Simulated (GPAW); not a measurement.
# Ti (P6_3/mmc) in GPAW: notebook, part 2 of 2

GPAW 26.7.0. The steps go on from the part before.

**3. Relaxation of cell and atoms, PBEsol, target pressure 2 GPa, at which the enthalpy is minimised**

Input file run.py:

```python
from ase import Atoms
from ase.filters import FrechetCellFilter
from ase.io import write
from ase.optimize import BFGS
from ase.units import GPa
from gpaw import GPAW, PW, setup_paths

setup_paths.insert(0, '.')

atoms = Atoms(['Ti', 'Ti'],
              cell=[[2.95, 0.0, 0.0],
                    [-1.475, 2.5547749412, 0.0],
                    [0.0, 0.0, 4.68]],
              scaled_positions=[[0.6666666667, 0.3333333333, 0.75],
                                [0.3333333333, 0.6666666667, 0.25]],
              pbc=True)

calc = GPAW(mode=PW(600),
            xc='PBEsol',
            kpts={'size': (8, 8, 4), 'gamma': True},
            occupations={'name': 'fermi-dirac', 'width': 0.05},
            nbands=24,
            convergence={'density': 1e-05, 'forces': 0.0001},
            maxiter=150,
            txt='gpaw.txt')
atoms.calc = calc
opt = BFGS(FrechetCellFilter(atoms, scalar_pressure=2 * GPa), trajectory='relax.traj', logfile='-')
done = opt.run(fmax=0.02, steps=60)
calc.write('gs.gpw')
write('result.traj', atoms)
print('Converged:', done)
print('Cell:', atoms.cell.cellpar().round(4))
print('Volume:', round(atoms.get_volume(), 4))
print(atoms.get_scaled_positions().round(5))
```

Potentials or basis: PAW data sets generated in the run's folder for this functional, pw.

The run is started by

```
$ gpaw-setup -f PBEsol Ti
$ OMP_NUM_THREADS=1 python run.py
```

gpaw.txt:

```text
__  _  _
 | _ |_)|_||  |
 |__||  | ||/\| - 26.7.0

Input parameters:
  mode=PW(ecut=600.0),
  convergence={'density': 1e-05, 'forces': 0.0001},
  kpts=MonkhorstPack(size=(8, 8, 4), gamma=True),
  maxiter=150,
  nbands=24,
  occupations=Occupations(name='fermi-dirac', width=0.05),
  xc=XC(name='PBEsol')

Diagonalizing LCAO Hamiltonian
Converting LCAO to pw mode

          Ti

        Ti

Atoms  # Å, Bohr magnetons
|   | symbol |         x |        y |        z |    initial magnetic moments |
|---|--------|-----------|----------|----------|-----------------------------|
| 0 |     Ti |  1.475000 | 0.851592 | 3.510000 | ( 0.0000,  0.0000,  0.0000) |
| 1 |     Ti | -0.000000 | 1.703183 | 1.170000 | ( 0.0000,  0.0000,  0.0000) |
[... 429 lines left out ...]
Atoms  # Å, Bohr magnetons
|   | symbol |         x |        y |        z |    initial magnetic moments |
|---|--------|-----------|----------|----------|-----------------------------|
| 0 |     Ti |  1.438948 | 0.830777 | 3.412512 | ( 0.0000,  0.0000,  0.0000) |
| 1 |     Ti | -0.000000 | 1.661554 | 1.137505 | ( 0.0000,  0.0000,  0.0000) |

Unit cell  # Å
| periodic |         x |         y |        z |  lengths |     angles |
|----------|-----------|-----------|----------|----------|------------|
|      yes |  2.877896 | -0.000000 | 0.000000 | 2.877896 |  90.000000 |
|      yes | -1.438948 |  2.492331 | 0.000000 | 2.877896 |  90.000000 |
|      yes |  0.000000 | -0.000000 | 4.550017 | 4.550017 | 120.000000 |

Number of symmetries: 12
Symmetry operations  # r_c * U_cc + t_c -> r_c
|    | kind |            matrix            |
|----|------|------------------------------|
|  0 |  σ   |  1, 1, 0,  0,-1, 0,  0, 0, 1 |
|  1 |  S6  |  1, 1, 0, -1, 0, 0,  0, 0,-1 |
|  2 |  E   |  1, 0, 0,  0, 1, 0,  0, 0, 1 |
|  3 |  C2  |  1, 0, 0, -1,-1, 0,  0, 0,-1 |
|  4 |  C2  |  0, 1, 0,  1, 0, 0,  0, 0,-1 |
|  5 |  C3  |  0, 1, 0, -1,-1, 0,  0, 0, 1 |
|  6 |  S6  |  0,-1, 0,  1, 1, 0,  0, 0,-1 |
|  7 |  σ   |  0,-1, 0, -1, 0, 0,  0, 0, 1 |
|  8 |  σ   | -1, 0, 0,  1, 1, 0,  0, 0, 1 |
|  9 |  i   | -1, 0, 0,  0,-1, 0,  0, 0,-1 |
| 10 |  C3  | -1,-1, 0,  1, 0, 0,  0, 0, 1 |
| 11 |  C2  | -1,-1, 0,  0, 1, 0,  0, 0,-1 |
[... 189 lines left out ...]
Atoms  # Å, Bohr magnetons
|   | symbol |         x |        y |        z |    initial magnetic moments |
|---|--------|-----------|----------|----------|-----------------------------|
| 0 |     Ti |  1.440923 | 0.831917 | 3.416213 | ( 0.0000,  0.0000,  0.0000) |
| 1 |     Ti | -0.000000 | 1.663834 | 1.138738 | ( 0.0000,  0.0000,  0.0000) |

Unit cell  # Å
| periodic |         x |         y |         z |  lengths |     angles |
|----------|-----------|-----------|-----------|----------|------------|
|      yes |  2.881845 | -0.000000 |  0.000000 | 2.881845 |  90.000000 |
|      yes | -1.440923 |  2.495751 | -0.000000 | 2.881845 |  90.000000 |
|      yes |  0.000000 |  0.000000 |  4.554951 | 4.554951 | 120.000000 |

Number of symmetries: 12
Symmetry operations  # r_c * U_cc + t_c -> r_c
|    | kind |            matrix            |
|----|------|------------------------------|
|  0 |  σ   |  1, 1, 0,  0,-1, 0,  0, 0, 1 |
|  1 |  S6  |  1, 1, 0, -1, 0, 0,  0, 0,-1 |
|  2 |  E   |  1, 0, 0,  0, 1, 0,  0, 0, 1 |
|  3 |  C2  |  1, 0, 0, -1,-1, 0,  0, 0,-1 |
|  4 |  C2  |  0, 1, 0,  1, 0, 0,  0, 0,-1 |
|  5 |  C3  |  0, 1, 0, -1,-1, 0,  0, 0, 1 |
|  6 |  S6  |  0,-1, 0,  1, 1, 0,  0, 0,-1 |
|  7 |  σ   |  0,-1, 0, -1, 0, 0,  0, 0, 1 |
|  8 |  σ   | -1, 0, 0,  1, 1, 0,  0, 0, 1 |
|  9 |  i   | -1, 0, 0,  0,-1, 0,  0, 0,-1 |
| 10 |  C3  | -1,-1, 0,  1, 0, 0,  0, 0, 1 |
| 11 |  C2  | -1,-1, 0,  0, 1, 0,  0, 0,-1 |
[... 400 lines left out ...]
Atoms  # Å, Bohr magnetons
|   | symbol |         x |        y |        z |    initial magnetic moments |
|---|--------|-----------|----------|----------|-----------------------------|
| 0 |     Ti |  1.442971 | 0.833099 | 3.407315 | ( 0.0000,  0.0000,  0.0000) |
| 1 |     Ti | -0.000000 | 1.666199 | 1.135774 | ( 0.0000,  0.0000,  0.0000) |

Unit cell  # Å
| periodic |         x |         y |         z |  lengths |     angles |
|----------|-----------|-----------|-----------|----------|------------|
|      yes |  2.885941 | -0.000000 | -0.000000 | 2.885941 |  90.000000 |
|      yes | -1.442971 |  2.499298 | -0.000000 | 2.885941 |  90.000000 |
|      yes |  0.000000 | -0.000000 |  4.543089 | 4.543089 | 120.000000 |

Number of symmetries: 12
Symmetry operations  # r_c * U_cc + t_c -> r_c
|    | kind |            matrix            |
|----|------|------------------------------|
|  0 |  σ   |  1, 1, 0,  0,-1, 0,  0, 0, 1 |
|  1 |  S6  |  1, 1, 0, -1, 0, 0,  0, 0,-1 |
|  2 |  E   |  1, 0, 0,  0, 1, 0,  0, 0, 1 |
|  3 |  C2  |  1, 0, 0, -1,-1, 0,  0, 0,-1 |
|  4 |  C2  |  0, 1, 0,  1, 0, 0,  0, 0,-1 |
|  5 |  C3  |  0, 1, 0, -1,-1, 0,  0, 0, 1 |
|  6 |  S6  |  0,-1, 0,  1, 1, 0,  0, 0,-1 |
|  7 |  σ   |  0,-1, 0, -1, 0, 0,  0, 0, 1 |
|  8 |  σ   | -1, 0, 0,  1, 1, 0,  0, 0, 1 |
|  9 |  i   | -1, 0, 0,  0,-1, 0,  0, 0,-1 |
| 10 |  C3  | -1,-1, 0,  1, 0, 0,  0, 0, 1 |
| 11 |  C2  | -1,-1, 0,  0, 1, 0,  0, 0,-1 |
[... 175 lines left out ...]
Forces  # eV/Ang
|        x |       y |        z |
|----------|---------|----------|
|  0.00000 | 0.00000 |  0.00003 |  # Ti   0
| -0.00000 | 0.00000 | -0.00003 |  # Ti   1

# Writing to gs.gpw (mode='')
```

Run time: 86 s. Hardware: 1 thread of Arm Neoverse V2, shared host; peak memory 0.24 GiB.

Results:

* Free energy: -14.3639 eV
* Relaxed volume: 16.38 Å³/atom
* Relaxed cell: a = 2.886 Å, b = 2.886 Å, c = 4.543 Å, α = 90.00°, β = 90.00°, γ = 120.00°
* Space group after relaxing (to 0.05 Å): P6_3/mmc (No. 194)
* Energy change on relaxing (the enthalpy is what falls): -12.8 meV/atom
* Ionic steps: 6
* Pressure after relaxing: 2.0 GPa
* Band gap on the k mesh: none (metal or under the smearing width)

Step by step:
```tsv
step	energy change (eV)	largest force (eV/Å)	pressure (GPa)	volume (Å³)
1	0.0000	0.0000	-6.41	35.27
2	-0.0198	0.0000	-4.38	34.58
3	-0.0227	0.0000	2.50	32.64
4	-0.0254	0.0000	2.00	32.76
5	-0.0255	0.0000	1.97	32.77
6	-0.0256	0.0000	1.97	32.77
```

Final structure:
```cif
data_structure
_symmetry_space_group_name_H-M 'P 1'
_symmetry_Int_Tables_number 1
_cell_length_a 2.8859
_cell_length_b 2.8859
_cell_length_c 4.5431
_cell_angle_alpha 90.000
_cell_angle_beta 90.000
_cell_angle_gamma 120.000
_cell_volume 32.77
loop_
_atom_site_label
_atom_site_type_symbol
_atom_site_fract_x
_atom_site_fract_y
_atom_site_fract_z
_atom_site_occupancy
Ti1 Ti 0.66667 0.33333 0.75000 1
Ti2 Ti 0.33333 0.66667 0.25000 1
```

Caveat: later steps reuse the first step's grids.

**4. Relaxation of cell and atoms, PBEsol, target pressure 5 GPa, at which the enthalpy is minimised**

run.py, as its differences from that of step 3:

```diff
@@ -26,3 +26,3 @@
 atoms.calc = calc
-opt = BFGS(FrechetCellFilter(atoms, scalar_pressure=2 * GPa), trajectory='relax.traj', logfile='-')
+opt = BFGS(FrechetCellFilter(atoms, scalar_pressure=5 * GPa), trajectory='relax.traj', logfile='-')
 done = opt.run(fmax=0.02, steps=60)
```

The run is started by

```
$ gpaw-setup -f PBEsol Ti
$ OMP_NUM_THREADS=1 python run.py
```

Run time: 85 s. Hardware: 1 thread of Arm Neoverse V2, shared host; peak memory 0.24 GiB.

It converged, with:

```
Free energy                                            : -14.3438 eV
Relaxed volume                                         : 16.02 Å³/atom
Relaxed cell                                           : a = 2.864 Å, b = 2.864 Å, c = 4.511 Å, α = 90.00°, β = 90.00°, γ = 120.00°
Space group after relaxing (to 0.05 Å)                 : P6_3/mmc (No. 194)
Energy change on relaxing (the enthalpy is what falls) : -2.8 meV/atom
Ionic steps                                            : 6
Pressure after relaxing                                : 5.0 GPa
Band gap on the k mesh                                 : none (metal or under the smearing width)
```

Step by step:
```csv
step,energy change (eV),largest force (eV/Å),pressure (GPa),volume (Å³)
1,0.0000,0.0000,-6.41,35.27
2,-0.0246,0.0000,-3.62,34.33
3,0.0019,0.0000,5.84,31.86
4,-0.0059,0.0000,4.97,32.05
5,-0.0058,0.0000,4.99,32.05
6,-0.0057,0.0000,5.02,32.04
```

Final structure:
```
Ti
1.0
     2.86375    0.00000    0.00000
    -1.43187    2.48008    0.00000
     0.00000    0.00000    4.51138
Ti
2
Direct
  0.66667 0.33333 0.75000
  0.33333 0.66667 0.25000
```

Levels at points of the mesh, in eV from the Fermi level:
| k point | band 8 | band 9 | band 10 | band 11 | band 12 | band 13 | band 14 | band 15 | band 16 | band 17 |
| --- | --- | --- | --- | --- | --- | --- | --- | --- | --- | --- |
| (0.00, 0.00, 0.00) | -32.35 | -6.38 | -2.92 | 0.78 | 0.78 | 0.97 | 1.03 | 1.35 | 1.35 | 1.71 |
| (0.00, 0.00, 0.50) | -32.42 | -4.41 | -4.41 | 0.08 | 0.08 | 0.66 | 0.66 | 0.66 | 0.66 | 3.08 |
| (0.50, 0.50, 0.00) | -32.44 | -2.48 | -2.45 | -2.10 | -0.58 | 0.42 | 0.69 | 1.30 | 3.67 | 3.94 |
| (0.50, 0.50, 0.50) | -32.56 | -2.80 | -2.80 | -0.94 | -0.94 | 1.52 | 1.52 | 1.84 | 1.84 | 3.83 |

Caveat: later steps reuse the first step's grids.

**5. The runs side by side**

```tsv
cell	target pressure	gap on the mesh (eV)	pressure (GPa)
relaxed	-	none	0.0
relaxed to 2 GPa	2 GPa	none	2.0
relaxed to 5 GPa	5 GPa	none	5.0
```

Alike in all rows: task relaxation of cell and atoms; level PBEsol; potentials or basis PAW data sets generated in the run's folder for this functional, pw; no spin polarisation; k mesh 8 × 8 × 4; cutoff (eV) 600; smearing fermi-dirac 0.05 eV.

Caveats: later steps reuse the first step's grids.

Absolute energies hang on the potentials; compare differences alone.
